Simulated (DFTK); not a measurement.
Sb, 1 atom in the cell. It takes space group Im-3m (No. 229, cubic). Conventional cell: a = 3.743 Å, b = 3.743 Å, c = 3.743 Å, α = 90.00°, β = 90.00°, γ = 90.00°. Sb (site symmetry m-3m) has 8 Sb at 3.24 Å as nearest neighbours. This isn't the form of Sb at room conditions, which is rhombohedral.

| Property | Result |
| --- | --- |
| Program | DFTK 0.8.2 |
| Task | relaxation of cell and atoms |
| Functional | PBE |
| Potentials or basis | dojo.nc.sr.pbe.v0_4_1.standard.upf (PBE) |
| Cutoff | 1252 eV |
| k mesh | 7 × 7 × 7 |
| Occupations | fermi-dirac, width 0.05 eV |
| Spin | no spin polarisation |
| Target pressure | 30 GPa |
| Valence electrons | Sb 15 |
| SCF tolerance on the density | 1e-06 |
| Kinetic blow-up at the cutoff (BlowupCHV) | yes |
| Most ionic steps | 30 |
| Gradient tolerance | 0.0002 Ha/bohr |

Potentials or basis: dojo.nc.sr.pbe.v0_4_1.standard.upf (PBE).

Command:

```sh
$ julia --threads=1 run.jl  # save.jl only writes the numbers to a file and isn't shown; printed stress counts tension as positive; times include loading and compiling
```

Hardware: 1 thread of Intel(R) Xeon(R) 6975P-C (Granite Rapids), with other jobs on the host.

**Question.** Estimate the wall time of this run.

**Answer.** Wall time 3.3 min on 1 thread of Intel(R) Xeon(R) 6975P-C (Granite Rapids), on a shared host, peak memory 1.6 GiB. Counts: scf iterations 6, k points 20, plane waves 2098, bands 12, ion steps 5.
